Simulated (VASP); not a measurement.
# Al (Fm-3m) in VASP: a series of runs, part 2 of 2

VASP 6.6.1.

## (3) Single point, LDA (grid = ENCUT=600 dk=0.27 cell=4x4x4 ISMEAR=1 SIGMA=0.1 LREAL=Auto EDIFF=1e-07)

INCAR

```
PREC     = Accurate       # precision mode
ENCUT    = 600            # plane-wave cutoff, eV
EDIFF    = 1E-7           # SCF threshold, eV
ISMEAR   = 1              # smearing method
SIGMA    = 0.1            # smearing width, eV
LREAL    = Auto         
LASPH    = T              # aspherical terms in the spheres
NELM     = 120            # most SCF steps
ALGO     = Fast           # electronic algorithm
ISIF     = 2              # what is computed and relaxed
LWAVE    = F              # write WAVECAR
LCHARG   = F              # write CHGCAR
GGA      = CA             # functional
NBANDS   = 160            # bands
NCORE    = 1            
KPAR     = 2
```

KPOINTS

```
regular mesh
0
Gamma
  3 3 3
```

POSCAR

```
Al
1.0
    0.0000000000      8.0992200000      8.0992200000
    8.0992200000      0.0000000000      8.0992200000
    8.0992200000      8.0992200000      0.0000000000
Al
64
Direct
    0.0000000000      0.0000000000      0.0000000000
    0.0000000000      0.0000000000      0.2500000000
    0.0000000000      0.0000000000      0.5000000000
    0.0000000000      0.0000000000      0.7500000000
    0.0000000000      0.2500000000      0.0000000000
    0.0000000000      0.2500000000      0.2500000000
    0.0000000000      0.2500000000      0.5000000000
    0.0000000000      0.2500000000      0.7500000000
    0.0000000000      0.5000000000      0.0000000000
    0.0000000000      0.5000000000      0.2500000000
    0.0000000000      0.5000000000      0.5000000000
    0.0000000000      0.5000000000      0.7500000000
    0.0000000000      0.7500000000      0.0000000000
    0.0000000000      0.7500000000      0.2500000000
    0.0000000000      0.7500000000      0.5000000000
    0.0000000000      0.7500000000      0.7500000000
    0.2500000000      0.0000000000      0.0000000000
    0.2500000000      0.0000000000      0.2500000000
    0.2500000000      0.0000000000      0.5000000000
    0.2500000000      0.0000000000      0.7500000000
    0.2500000000      0.2500000000      0.0000000000
    0.2500000000      0.2500000000      0.2500000000
    0.2500000000      0.2500000000      0.5000000000
    0.2500000000      0.2500000000      0.7500000000
    0.2500000000      0.5000000000      0.0000000000
    0.2500000000      0.5000000000      0.2500000000
    0.2500000000      0.5000000000      0.5000000000
    0.2500000000      0.5000000000      0.7500000000
    0.2500000000      0.7500000000      0.0000000000
    0.2500000000      0.7500000000      0.2500000000
    0.2500000000      0.7500000000      0.5000000000
    0.2500000000      0.7500000000      0.7500000000
    0.5000000000      0.0000000000      0.0000000000
    0.5000000000      0.0000000000      0.2500000000
    0.5000000000      0.0000000000      0.5000000000
    0.5000000000      0.0000000000      0.7500000000
    0.5000000000      0.2500000000      0.0000000000
    0.5000000000      0.2500000000      0.2500000000
    0.5000000000      0.2500000000      0.5000000000
    0.5000000000      0.2500000000      0.7500000000
    0.5000000000      0.5000000000      0.0000000000
    0.5000000000      0.5000000000      0.2500000000
    0.5000000000      0.5000000000      0.5000000000
    0.5000000000      0.5000000000      0.7500000000
    0.5000000000      0.7500000000      0.0000000000
    0.5000000000      0.7500000000      0.2500000000
    0.5000000000      0.7500000000      0.5000000000
    0.5000000000      0.7500000000      0.7500000000
    0.7500000000      0.0000000000      0.0000000000
    0.7500000000      0.0000000000      0.2500000000
    0.7500000000      0.0000000000      0.5000000000
    0.7500000000      0.0000000000      0.7500000000
    0.7500000000      0.2500000000      0.0000000000
    0.7500000000      0.2500000000      0.2500000000
    0.7500000000      0.2500000000      0.5000000000
    0.7500000000      0.2500000000      0.7500000000
    0.7500000000      0.5000000000      0.0000000000
    0.7500000000      0.5000000000      0.2500000000
    0.7500000000      0.5000000000      0.5000000000
    0.7500000000      0.5000000000      0.7500000000
    0.7500000000      0.7500000000      0.0000000000
    0.7500000000      0.7500000000      0.2500000000
    0.7500000000      0.7500000000      0.5000000000
    0.7500000000      0.7500000000      0.7500000000
```

Potentials or basis: VASP PAW LDA potentials, release 64 (Al).

Command:

```bash
cat potpaw_LDA.64/Al/POTCAR > POTCAR
mpirun -np 4 vasp_std > vasp.out
```

OUTCAR:

```text
PREC = Accurate
   ENCUT = 600
   EDIFF = 1E-7
   ISMEAR = 1
   LREAL = Auto
   LASPH = T
   NELM = 120
   ISIF = 2
   GGA = CA

 ion  position               nearest neighbor table
   1  0.000  0.000  0.000-   2 2.86   4 2.86   5 2.86   8 2.86  13 2.86  14 2.86  17 2.86  20 2.86
                            29 2.86  49 2.86  50 2.86  53 2.86
   2  0.000  0.000  0.250-   1 2.86   3 2.86   5 2.86   6 2.86  14 2.86  15 2.86  17 2.86  18 2.86
                            30 2.86  50 2.86  51 2.86  54 2.86
   3  0.000  0.000  0.500-   2 2.86   4 2.86   6 2.86   7 2.86  15 2.86  16 2.86  18 2.86  19 2.86
                            31 2.86  51 2.86  52 2.86  55 2.86
   4  0.000  0.000  0.750-   1 2.86   3 2.86   7 2.86   8 2.86  13 2.86  16 2.86  19 2.86  20 2.86
                            32 2.86  49 2.86  52 2.86  56 2.86
   5  0.000  0.250  0.000-   1 2.86   2 2.86   6 2.86   8 2.86   9 2.86  12 2.86  17 2.86  21 2.86
                            24 2.86  53 2.86  54 2.86  57 2.86
   6  0.000  0.250  0.250-   2 2.86   3 2.86   5 2.86   7 2.86   9 2.86  10 2.86  18 2.86  21 2.86
                            22 2.86  54 2.86  55 2.86  58 2.86
   7  0.000  0.250  0.500-   3 2.86   4 2.86   6 2.86   8 2.86  10 2.86  11 2.86  19 2.86  22 2.86
                            23 2.86  55 2.86  56 2.86  59 2.86
   8  0.000  0.250  0.750-   1 2.86   4 2.86   5 2.86   7 2.86  11 2.86  12 2.86  20 2.86  23 2.86
                            24 2.86  53 2.86  56 2.86  60 2.86
   9  0.000  0.500  0.000-   5 2.86   6 2.86  10 2.86  12 2.86  13 2.86  16 2.86  21 2.86  25 2.86
[... 117 lines left out ...]
 A1 = (   0.0000000000,   8.0992200000,   8.0992200000)
 A2 = (   8.0992200000,   0.0000000000,   8.0992200000)
 A3 = (   8.0992200000,   8.0992200000,   0.0000000000)

Analysis of symmetry for initial positions (statically):
=====================================================================
 Subroutine PRICEL returns following result:

  LATTYP: Found a face centered cubic cell.
 ALAT       =     4.0496100000

  Lattice vectors:

 A1 = (   0.0000000000,   2.0248050000,   2.0248050000)
 A2 = (   2.0248050000,   0.0000000000,   2.0248050000)
 A3 = (   2.0248050000,   2.0248050000,   0.0000000000)

  64 primitive cells build up your supercell.

 Routine SETGRP: Setting up the symmetry group for a
 face centered cubic supercell.

 Subroutine GETGRP returns: Found 48 space group operations
 (whereof 48 operations were pure point group operations)
 out of a pool of 48 trial point group operations.

The static configuration has the point symmetry O_h .

Analysis of symmetry for dynamics (positions and initial velocities):
=====================================================================
 Subroutine PRICEL returns following result:

  LATTYP: Found a face centered cubic cell.
 ALAT       =     4.0496100000

  Lattice vectors:

 A1 = (   0.0000000000,   2.0248050000,   2.0248050000)
 A2 = (   2.0248050000,   0.0000000000,   2.0248050000)
 A3 = (   2.0248050000,   2.0248050000,   0.0000000000)

  64 primitive cells build up your supercell.

 Routine SETGRP: Setting up the symmetry group for a
 face centered cubic supercell.

 Subroutine GETGRP returns: Found 48 space group operations
 (whereof 48 operations were pure point group operations)
 out of a pool of 48 trial point group operations.
[... 57 lines left out ...]
  0.333333  0.000000  0.000000      8.000000
  0.333333  0.333333  0.000000      6.000000
 -0.333333  0.333333  0.000000     12.000000
   k-points           NKPTS =      4   k-points in BZ     NKDIM =      4   number of bands    NBANDS=    160
   number of dos      NEDOS =    301   number of ions     NIONS =     64
   total plane-waves  NPLWV = 884736
   dimension x,y,z NGX =    96 NGY =   96 NGZ =   96
   dimension x,y,z NGXF=   192 NGYF=  192 NGZF=  192
   ions per type =              64
   NGX,Y,Z   is equivalent  to a cutoff of  13.93, 13.93, 13.93 a.u.
   NGXF,Y,Z  is equivalent  to a cutoff of  27.87, 27.87, 27.87 a.u.
 SYSTEM =  unknown system
   PREC   = accura    normal or accurate (medium, high low for compatibility)
   ISTART =      0    job   : 0-new  1-cont  2-samecut
   ICHARG =      2    charge: 1-file 2-atom 10-const
   ISPIN  =      1    spin polarized calculation?
   LNONCOLLINEAR =      F non collinear calculations
   LSORBIT =      F    spin-orbit coupling
   LASPH  =      T    aspherical Exc in radial PAW
   ENCUT  =  600.0 eV  44.10 Ry    6.64 a.u.  22.88 22.88 22.88*2*pi/ulx,y,z
   NELM   =    120;   NELMIN=  2; NELMDL= -5     # of ELM steps
   EDIFF  = 0.1E-06   stopping-criterion for ELM
   LREAL  =      T    real-space projection
   EDIFFG = 0.1E-05   stopping-criterion for IOM
   NSW    =      0    number of steps for IOM
   IBRION =     -1    ionic relax: 0-MD 1-quasi-New 2-CG
   NFREE  =      0    steps in history (QN), initial steepest desc. (CG)
   ISIF   =      2    stress and relaxation
   ISYM   =      2    0-nonsym 1-usesym 2-fastsym
   POTIM  = 0.5000    time-step for ionic-motion
   TEBEG  =    0.0;   TEEND  =   0.0 temperature during run
   PSTRESS=    0.0 pullay stress
   NELECT =     192.0000    total number of electrons
   NUPDOWN=      -1.0000    fix difference up-down
   EMIN   =  10.00;   EMAX   =-10.00  energy-range for DOS
   EFERMI =   0.00;   METHOD = LEGACY
   ISMEAR =     1;   SIGMA  =   0.10  broadening in eV -4-tet -1-fermi 0-gaus
   EFERMI_NEDOS =   21; number of points for ismear=-14 and -15
   IALGO  =     68    algorithm
   IMIX   =      4    mixing-type and parameters
     AMIX     =   0.40;   BMIX     =  1.00
     AMIX_MAG =   1.60;   BMIX_MAG =  1.00
  volume/ion in A,a.u.               =      16.60       112.04
  Fermi-wavevector in a.u.,A,eV,Ry     =   0.925526  1.748991 11.654733  0.856599
  Thomas-Fermi vector in A             =   2.051390
   LORBIT       =      0    0 simple, 1 ext, 2 COOP (PROOUT), +10 PAW based schemes
   GGA     = CA    functional components
   LHFCALC =     F    Hartree Fock is set to
   AEXX    =    0.0000 exact exchange contribution
   IVDW    =     0    specifies the selected vdW correction
   LEPSILON=     F    determine dielectric tensor
   LRPA    =     F    only Hartree local field effects (RPA)
 non-spin polarized calculation
 RMM-DIIS sequential band-by-band and
 Methfessel and Paxton  Order N= 1 SIGMA  =   0.10
  energy-cutoff  :      600.00
  volume of cell :     1062.57
 maximum number of plane-waves:     35557
 NGX is ok and might be reduce to    96
   NGX = 45   NGY = 45   NGZ = 45

 number of electron     191.9999999 magnetization

 Free energy of the ion-electron system (eV)
  ---------------------------------------------------
  ext. energy  EPLUGINS =         0.00000000
  ---------------------------------------------------
  free energy    TOTEN  =      -268.21149161 eV

  energy without entropy =     -268.25392760  energy(sigma->0) =     -268.22563694

 E-fermi :   7.5927     XC(G=0): -10.3203

 val. band max:        7.4916884622   @ k =   0.3333   0.0000   0.0000
 cond. band min:       7.6710570391   @ k =  -0.3333   0.3333   0.0000
 fundamental gap:      0.1793685770
 Fermi energy:         7.5926674228

 k-point     1 :       0.0000    0.0000    0.0000
  band No.  band energies     occupation
      1      -3.3301      2.00000
      2      -1.6516      2.00000
      3      -1.6516      2.00000
      4      -1.6516      2.00000
      5      -1.6516      2.00000
      6      -1.6516      2.00000
[... 433 lines left out ...]
    107       8.7472     -0.00000
    108       8.7472     -0.00000
 [bands above 108 left out]

------------------------ aborting loop because EDIFF is reached ----------------------------------------

  FORCE on cell =-STRESS in cart. coord.  units (eV):
  Direction    XX          YY          ZZ          XY          YZ          ZX
  --------------------------------------------------------------------------------------
  -------------------------------------------------------------------------------------
  Total      -23.3968975    -23.3968975    -23.3968975     -0.0000000     -0.0000000      0.0000000
  in kB      -35.2784318    -35.2784318    -35.2784318     -0.0000000     -0.0000000      0.0000000
  external PRESSURE =     -35.2784318 kB  Pullay stress =       0.0000000 kB

 VOLUME and BASIS-vectors are now :
 -----------------------------------------------------------------------------
  energy-cutoff  :      600.00
  volume of cell :     1062.57
      direct lattice vectors                 reciprocal lattice vectors
     0.000000000  8.099220000  8.099220000    -0.061734340  0.061734340  0.061734340
     8.099220000  0.000000000  8.099220000     0.061734340 -0.061734340  0.061734340
     8.099220000  8.099220000  0.000000000     0.061734340  0.061734340 -0.061734340

 POSITION                                       TOTAL-FORCE (eV/Angst)
 -----------------------------------------------------------------------------------
      0.00000      0.00000      0.00000         0.000000     -0.000000     -0.000000
      2.02481      2.02481      0.00000        -0.000000      0.000000      0.000000
      4.04961      4.04961      0.00000        -0.000000     -0.000000     -0.000000
      6.07442      6.07442      0.00000         0.000000     -0.000000     -0.000000
      2.02481      0.00000      2.02481        -0.000000     -0.000000     -0.000000
      4.04961      2.02481      2.02481        -0.000000     -0.000000     -0.000000
[... 56 lines left out ...]
     10.12402     10.12402     12.14883         0.000000     -0.000000      0.000000
     12.14883     12.14883     12.14883         0.000000     -0.000000      0.000000
 -----------------------------------------------------------------------------------
    total drift:                               -0.000000     -0.000000     -0.000000

  FREE ENERGIE OF THE ION-ELECTRON SYSTEM (eV)
  ---------------------------------------------------
  free  energy   TOTEN  =      -268.2114916116 eV

  energy  without entropy=     -268.2539275966  energy(sigma->0) =     -268.22563694
```

Wall time 8.2 min (4 MPI ranks of Intel Xeon Platinum 8488C (Sapphire Rapids), shared host); peak memory 0.87 GiB.

Results:

- Free energy: -268.2115 eV
- Pressure: -3.5 GPa
- Band gap on the k mesh: none (metal or under the smearing width)
